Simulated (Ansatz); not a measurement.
# Bi: the cost of one run

Computed with Ansatz 0.2.0 (DFT PBE, scalar-relativistic, unless a step's input says otherwise).

## (1) Starting point

The structure is hexagonal, space group P6_3/mmc (No. 194). The conventional cell has a = 4.539 Å, b = 4.539 Å, c = 11.829 Å, α = 90.00°, β = 90.00°, γ = 120.00°.

Coordinates:

```
CELL_PARAMETERS angstrom
4.53900 0.00000 0.00000
-2.26950 3.93089 0.00000
0.00000 0.00000 11.82900
ATOMIC_POSITIONS crystal
Bi 0.33333 0.66667 0.25000
Bi 0.66667 0.33333 0.75000
```

Atoms are numbered in the order of the input: Bi1, Bi2.

## (2) After the deformation

Space group P6_3/mmc before, P-1 after.

## (3) All-electron LAPW

File input.yaml:

```yaml
crystal:
  lattice:
    - [4.5390002997, 0.0680850045, 0.0680850045]
    - [-2.2105368064, 3.8968470652, 0.0249208413]
    - [0.177435, 0.177435, 11.829]
  atoms:
    - { symbol: Bi, position: [0.3333333333, 0.6666666667, 0.25] }
    - { symbol: Bi, position: [0.6666666667, 0.3333333333, 0.75] }
kpoints:
  mp_grid: { grid: [9, 9, 3] }
  band_path:
    path:
      - [0.0, 0.0, 0.0]
      - [0.0, -0.5, 0.0]
      - [0.0, 0.0, 0.5]
      - [0.0, 0.0, 0.0]
      - [-0.5, 0.0, 0.0]
      - [-0.5, 0.5, -0.5]
      - [0.0, 0.0, 0.0]
      - [-0.5, 0.0, -0.5]
      - [-0.5, 0.5, 0.0]
    npoints: 5
scf:
  occupations: { method: fermi_dirac, width: 0.03 }
hamiltonian:
  xc: pbe
  pseudopotentials: { kind: all_electron, lapw: { basis_error: 0.0005 } }
output:
  forces: true
  stress: true
  eigenvalues: true
```

The run is started by

```bash
$ ansatz run input.yaml --threads 1 --pin off --max-ram 3072MiB --backend cpu --events-out ev --progress --plain --runs-dir out
```

**Question.** How long does this run take on 1 thread of Intel Xeon 6975P-C (Granite Rapids), shared host, and how much memory does it need?

About 16 s, with a peak of 0.45 GiB.
